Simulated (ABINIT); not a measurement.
Sr in ABINIT: convergence with pawecutdg

Input of the first run (pawecutdg 18.5); the others differ in this setting and in those tied to it:

run.abi

```
pp_dirpath "./"
pseudos "Sr.GGA_PBE-JTH.xml"

acell 4.3025326315 4.3025326315 4.3025326315 Angstrom
rprim
     0.0000000000     0.7071067812     0.7071067812
     0.7071067812     0.0000000000     0.7071067812
     0.7071067812     0.7071067812     0.0000000000
ntypat 1
znucl 38
natom 1
typat 1
xred
     0.0000000000     0.0000000000     0.0000000000

ecut 18.0
pawecutdg 18.5

kptopt 1
ngkpt 8 8 8
nshiftk 1
shiftk 0.0 0.0 0.0

ixc -497498
usekden 1
pawxcdev 0

nband 9
occopt 7
tsmear 0.05 eV

nstep 100
tolvrs 1.0e-7

iomode 3
prtwf 0
prtden 0
prteig 0
prtebands 0
enunit 2
```

Potentials or basis: JTH PAW PBE v2.0.

Command:

```bash
$ abinit run.abi > log 2>&1
```

Hardware: 1 thread of Arm Neoverse V2, with other jobs on the host.

Task: The values tried are 18.5, 21.6, 27, 32.4, 39.6, 48.6, 59.4, loosest first. From which on does the energy stay within 1 meV/atom of the tightest run that finished?

Result: From 48.6 on.

```tsv
pawecutdg	energy less the tightest run, at zero smearing (meV/atom)	pressure (GPa)	SCF cycles	CPU time (s)	peak memory (GiB)
18.5	-141.94	0.54	8	26	0.1
21.6	-68.35	3.62	8	27	0.1
27	-21.21	-0.63	8	27	0.11
32.4	-7.46	0.40	8	27	0.12
39.6	-4.22	-0.10	8	27	0.13
48.6	0.32	0.04	9	31	0.15
59.4	0.00	0.00	9	31	0.18
```

Against the tightest run, the pressure stays within 0.1 GPa from 48.6 on. The tightest run that finished is the yardstick and may itself not be fully converged.

Caveat, for the tightest run too: the PAW data sets were made with another functional, which shifts forces and pressure a little.
